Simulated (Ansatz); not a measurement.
**Ge in Ansatz: the effect of target pressure**

The system is Ge.

```
Ge
1.0
    -2.49590    2.65086    1.43695
     2.49590   -2.65086    1.43695
     2.49590    2.65086   -1.43695
Ge
2
Direct
  0.31406 0.06406 0.25000
  0.68594 0.93594 0.75000
```

This isn't the form of Ge at room conditions, which is diamond.

Alike in all runs:

| Property | Result |
| --- | --- |
| Program | Ansatz 0.2.0 |
| Task | relaxation of cell and atoms |
| Functional | PBEsol |
| Potentials or basis | Ansatz PAW |
| Cutoff | 420 eV (not typed: the program's choice for these potentials) |
| k mesh | 11 × 11 × 11 |
| Occupations | fermi-dirac, width 0.05 eV |
| Spin | no spin polarisation |

Each run relaxes the cell or the atoms first.

| target pressure | relaxed volume (Å³/atom) |
| --- | --- |
| 0 GPa | 18.38 |
| 2 GPa | 17.94 |
| 5 GPa | 17.38 |
| 10 GPa | 16.61 |
| 20 GPa | 15.48 |
| 30 GPa | ? |

What does the run with target pressure 30 GPa give?

Relaxed volume 14.66 Å³/atom.

Worked out: In Murnaghan's law V^(-B') rises as a straight line in P. The other rows fit best with B' = 4.3, V0 = 18.38 Å³/atom and B0 = 79 GPa, which gives 14.67 Å³/atom at 30 GPa, against the run's 14.66.

Caveats: the plane-wave basis is chosen anew once the cell has moved, so the energies of steps on either side of that aren't comparable; the PAW data sets come from PBE, with cores solved anew for the run's functional, which leaves a small shift of forces and pressure; the volume moved by over 15 % at a fixed basis, so the end points are rough (some runs).
